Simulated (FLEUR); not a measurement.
SnO:

```
CELL_PARAMETERS angstrom
3.81370 0.00000 0.00000
0.00000 3.81370 0.00000
0.00000 0.00000 4.88691
ATOMIC_POSITIONS crystal
Sn 0.50000 0.00000 0.76463
Sn 0.00000 0.50000 0.23537
O 0.00000 0.00000 0.00000
O 0.50000 0.50000 0.00000
```

The cell is a database's computed one.

Base run:

```yaml
Program: FLEUR MaX-R8.1 (later development tree)
Functional: r2SCAN
Potentials_or_basis: all-electron
Basis: FLAPW
Kmax: 4.42 1/bohr
k_mesh: 7 × 7 × 6
Occupations: fermi-dirac, width 0.05 eV
Spin: no spin polarisation
```

Its results: band gap on the k mesh 0.50 eV, indirect (least direct gap 2.41 eV).

**Question.** The run is repeated on the same cell with these changes: functional from r2SCAN to PBEsol. What comes out?

**Answer.** Band gap on the k mesh 0.35 eV, indirect (least direct gap 1.99 eV).

r2SCAN gives the wider gap, since meta-GGAs in the generalised Kohn-Sham scheme recover part of the derivative discontinuity.

Caveats: spin-orbit coupling is left out, which moves the levels of the heavy elements; the mesh misses the band edges, which the band path finds closer together; the meta-GGA is that of a development version, with a GGA for the radial functions and cores and without core tails (some runs).
